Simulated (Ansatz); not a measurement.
# Hf3N4: the cost of one run

Computed with Ansatz 0.2.0 (DFT, PBEsol, plane-wave PAW, default files, scalar-relativistic).

**1. Starting point**

The structure is cubic, space group I-43d (No. 220). The conventional cell has a = 6.701 Å, b = 6.701 Å, c = 6.701 Å, α = 90.00°, β = 90.00°, γ = 90.00°. Hf (site symmetry -4) has 8 N at 2.18 to 2.47 Å as nearest neighbours. N (site symmetry 3) has 6 Hf at 2.18 to 2.47 Å as nearest neighbours.

As a file:

```xyz
14
Lattice="-3.3505 3.3505 3.3505 3.3505 -3.3505 3.3505 3.3505 3.3505 -3.3505" Properties=species:S:1:pos:R:3 pbc="T T T"
Hf    2.5129    0.0000    1.6752
Hf    1.6752    2.5129    0.0000
Hf    0.8376    0.0000    5.0258
Hf    5.0257    0.8376    0.0000
Hf    0.0000    1.6752    2.5129
Hf    0.0000    5.0257    0.8376
N     0.4222    0.4222    0.4222
N    -1.2531    1.2531    4.6036
N    -0.4222    2.9283    0.4222
N     4.6036   -1.2531    1.2531
N     0.4222   -0.4222    2.9283
N     2.0974    2.0974    2.0974
N     2.9283    0.4222   -0.4222
N     1.2531    4.6036   -1.2531
```

The earlier run gave: gap on the mesh 1.00 eV, largest force 0.317 eV/Å, pressure 6.5 GPa.

Like atoms gathered into sites:

| site | atoms | first shell | V_zz (10²¹ V/m²) | η | C_Q (MHz) |
| --- | --- | --- | --- | --- | --- |
| Hf | 1, 2, 3, 4, … | 8 N at 2.18–2.47 Å | 34.4 | 0.00 | 2801 (¹⁷⁷Hf) |
| N | 7, 8, 9, 10, … | 6 Hf at 2.18–2.47 Å | 1.01 | 0.00 | 0.499 (¹⁴N) |

C_Q = eQV_zz/h, which is 24.18 MHz for Q = 1 b and V_zz = 10²¹ V/m²; η = (V_xx − V_yy)/V_zz. Nuclear quadrupole moments: year-2017 set (Pyykkö).

**2. Functional PBEsol at the relaxed positions**

input.yaml

```yaml
crystal:
  lattice:
    - [-3.3505, 3.3505, 3.3505]
    - [3.3505, -3.3505, 3.3505]
    - [3.3505, 3.3505, -3.3505]
  atoms:
    - { symbol: Hf, position: [0.25, 0.625, 0.375] }
    - { symbol: Hf, position: [0.375, 0.25, 0.625] }
    - { symbol: Hf, position: [0.75, 0.875, 0.125] }
    - { symbol: Hf, position: [0.125, 0.75, 0.875] }
    - { symbol: Hf, position: [0.625, 0.375, 0.25] }
    - { symbol: Hf, position: [0.875, 0.125, 0.75] }
    - { symbol: "N", position: [0.1355620488, 0.1355620488, 0.1355620488] }
    - { symbol: "N", position: [0.8644379512, 0.5, 0.0] }
    - { symbol: "N", position: [0.5, 0.0, 0.3644379512] }
    - { symbol: "N", position: [0.0, 0.8644379512, 0.5] }
    - { symbol: "N", position: [0.3644379512, 0.5, 0.0] }
    - { symbol: "N", position: [0.6355620488, 0.6355620488, 0.6355620488] }
    - { symbol: "N", position: [0.0, 0.3644379512, 0.5] }
    - { symbol: "N", position: [0.5, 0.0, 0.8644379512] }
kpoints:
  mp_grid: { grid: [6, 6, 6] }
scf:
  occupations: { method: fermi_dirac, width: 0.02 }
hamiltonian:
  xc: pbesol
  pseudopotentials: { kind: paw }
output:
  forces: true
  stress: true
  populations: true
  efg:
    quadrupole_moments_barn: { Hf: 3.365, "N": 0.02044 }
    contact_densities: true
  write_density: true
  write_potential: true
  elf: true
  volumetric_format: npy
```

Run with:

```
$ ansatz run input.yaml --threads 4 --pin off --max-ram 8192MiB --backend cpu --events-out ev --progress --plain --runs-dir out
```

Q: Estimate wall time and peak memory on 4 threads of Arm Neoverse V1, shared host.

About 15 s, with a peak of 0.78 GiB.
